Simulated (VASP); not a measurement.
A run of VASP 6.6.1 is set up as follows.

Contents of INCAR:

```
PREC = Accurate
ENCUT = 600
EDIFF = 1E-6
ISMEAR = 0
SIGMA = 0.01
LREAL = False
LASPH = True
NELM = 100
ALGO = Fast
ISIF = 3
LWAVE = False
LCHARG = False
GGA = PS
IBRION = 2
NSW = 80
EDIFFG = -0.002
PSTRESS = 8.5
```

Contents of KPOINTS:

```
Automatic mesh
0
Gamma
  8 8 8
```

The input POSCAR:

```
TePb
1.0
    0.0000000000      3.2028940742      3.2028940742
    3.2028940742      0.0000000000      3.2028940742
    3.2028940742      3.2028940742      0.0000000000
Te Pb
1 1
Direct
    0.5000000000      0.5000000000      0.5000000000
    0.0000000000      0.0000000000      0.0000000000
```

Potentials or basis: VASP PAW PBE potentials, release 64 (Te, Pb_d).

Command:

```bash
$ cat potpaw_PBE.64/Te/POTCAR potpaw_PBE.64/Pb_d/POTCAR > POTCAR
$ mpirun -np 1 vasp_std > vasp.out
```

(1) What does it give for the relaxed volume?

(2) What does it give for the relaxed cell?

(3) Estimate the band gap on the k mesh.

(4) Estimate the space group after relaxing (to 0.05 Å).

Results:

(1) 32.84 Å³/atom.

(2) a = 4.529 Å, b = 4.529 Å, c = 4.529 Å, α = 60.00°, β = 60.00°, γ = 60.00°.

(3) 0.61 eV, direct.

(4) Fm-3m (No. 225).

Caveat: the cell is relaxed towards a set pressure, so the enthalpy falls and the energy may rise; the PAW data sets were made with another functional, which shifts forces and pressure a little; spin-orbit coupling is left out, which as a rule narrows the gap of such compounds by several tenths of an eV.
